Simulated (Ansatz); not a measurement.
# Tl (bcc type): the cost of one run

Program: Ansatz 0.2.0. Level of theory: DFT PBE, with the methods named in each step. These are calculated values, not measurements.

This is Tl in the bcc structure; at room conditions it is hcp.

## 1. The system as given

The structure is cubic, space group Im-3m (No. 229). The conventional cell has a = 3.979 Å, b = 3.979 Å, c = 3.979 Å, α = 90.00°, β = 90.00°, γ = 90.00°. Around Tl (site symmetry m-3m) lie 8 Tl at 3.45 Å.

Coordinates:

```xyz
1
Lattice="-1.9893 1.9893 1.9893 1.9893 -1.9893 1.9893 1.9893 1.9893 -1.9893" Properties=species:S:1:pos:R:3 pbc="T T T"
Tl    0.0000    0.0000    0.0000
```

Whether this phase is the stable one at these pressures isn't tested.

## 2. The reference volume, LAPW

The input, input.yaml:

```yaml
crystal:
  lattice:
    - [-1.989339107, 1.989339107, 1.989339107]
    - [1.989339107, -1.989339107, 1.989339107]
    - [1.989339107, 1.989339107, -1.989339107]
  atoms:
    - { symbol: Tl, position: [0.0, 0.0, 0.0] }
kpoints:
  mp_grid: { grid: [15, 15, 15] }
  band_path:
    path:
      - [0.0, 0.0, 0.0]
      - [0.5, -0.5, 0.5]
      - [0.0, 0.0, 0.5]
      - [0.0, 0.0, 0.0]
      - [0.25, 0.25, 0.25]
      - [0.5, -0.5, 0.5]
      - [0.25, 0.25, 0.25]
      - [0.0, 0.0, 0.5]
    npoints: 14
scf:
  occupations: { method: fermi_dirac, width: 0.08 }
hamiltonian:
  xc: pbe
  pseudopotentials: { kind: all_electron, lapw: { basis_error: 0.001 } }
output:
  forces: true
  stress: true
  eigenvalues: true
  populations: true
  dos: { projected: true, de: 0.2, e_range: [-14, 8] }
```

The run is started by

```console
$ ansatz run input.yaml --threads 1 --pin off --max-ram 2048MiB --backend cpu --events-out ev --progress --plain --runs-dir out
```

**Question.** How long does this run take on 1 thread of Arm Neoverse V1, shared host, and how much memory does it need?

About 15 s, with a peak of 0.31 GiB.
